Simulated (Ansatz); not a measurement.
# CoO: the cost of one run

Computed with Ansatz 0.2.0 (DFT PBEsol, scalar-relativistic, plane waves, PAW, unless a step's input says otherwise).

2 further runs of the same task are left out: 2 set aside as unsound or not needed.

### Step 1. The structure to begin with

The structure is hexagonal, space group P6_3mc (No. 186). Conventional cell: a = 3.051 Å, b = 3.051 Å, c = 5.253 Å, α = 90.00°, β = 90.00°, γ = 120.00°. Co (site symmetry 3m) has 4 O at 1.87 to 1.92 Å as nearest neighbours. O (site symmetry 3m) has 4 Co at 1.87 to 1.92 Å as nearest neighbours.

Structure file:

```
Co O
1.0
     3.05055    0.00000    0.00000
    -1.52528    2.64186    0.00000
     0.00000    0.00000    5.25329
Co O
2 2
Cartesian
  0.0000 0.0000 0.0499
  0.0000 1.7612 2.6765
  0.0000 0.0000 1.9201
  0.0000 1.7612 4.5468
```

It goes back to an entry of the Materials Project, which need not be the stable form.

This cell was relaxed beforehand with the same method: volume 10.58 Å³/atom, gap on the mesh none (metal), site moments up to 1.9 μB.

### Step 2. Static run: bands, density of states and charges

File input.yaml:

```yaml
crystal:
  lattice:
    - [3.0505538877, 0.0, 0.0]
    - [-1.5252769439, 2.6418571624, 0.0]
    - [0.0, 0.0, 5.2532888738]
  atoms:
    - { symbol: Co, position: [0.0, 0.0, 0.0094917065], spin: -2.08 }
    - { symbol: Co, position: [0.3333333333, 0.6666666667, 0.5094879261], spin: 2.08 }
    - { symbol: O, position: [0.0, 0.0, 0.3655100304], spin: 0.16 }
    - { symbol: O, position: [0.3333333333, 0.6666666667, 0.8655113371], spin: -0.16 }
basis:
  ecutwfc: 420
kpoints:
  mp_grid: { grid: [18, 18, 8] }
  band_path:
    path:
      - [[0.0, 0.0, 0.0], [0.5, 0.0, 0.0], [0.33333333, 0.33333333, 0.0], [0.0, 0.0, 0.0], [0.0, 0.0, 0.5], [0.5, 0.0, 0.5], [0.33333333, 0.33333333, 0.5], [0.0, 0.0, 0.5]]
      - [[0.5, 0.0, 0.5], [0.5, 0.0, 0.0]]
      - [[0.33333333, 0.33333333, 0.5], [0.33333333, 0.33333333, 0.0]]
    npoints: 14
hamiltonian:
  xc: pbesol
scf:
  occupations: { method: gaussian, width: 0.1 }
  n_extra_bands: 10
output:
  forces: true
  stress: true
  eigenvalues: true
  populations: true
  dos: { projected: true, de: 0.02, nscf_kmesh: { grid: [27, 27, 12] } }
  bader: true
  write_density: true
  write_potential: true
  elf: true
  volumetric_format: npy
magnetization:
  spin_polarized: true
checkpoint:
  read: start.run
  write: ck
  compress: false
  write_wavefunctions: false
  write_every: 100000
```

Command:

```
$ ansatz run input.yaml --threads 1 --pin off --max-ram 2560MiB --backend cpu --events-out ev --progress --plain --runs-dir out
```

Q: Estimate wall time and peak memory on 1 thread of Intel Xeon Platinum 8375C at 2.90GHz (Ice Lake), shared host.

About 3.9 min, with a peak of 1.2 GiB.
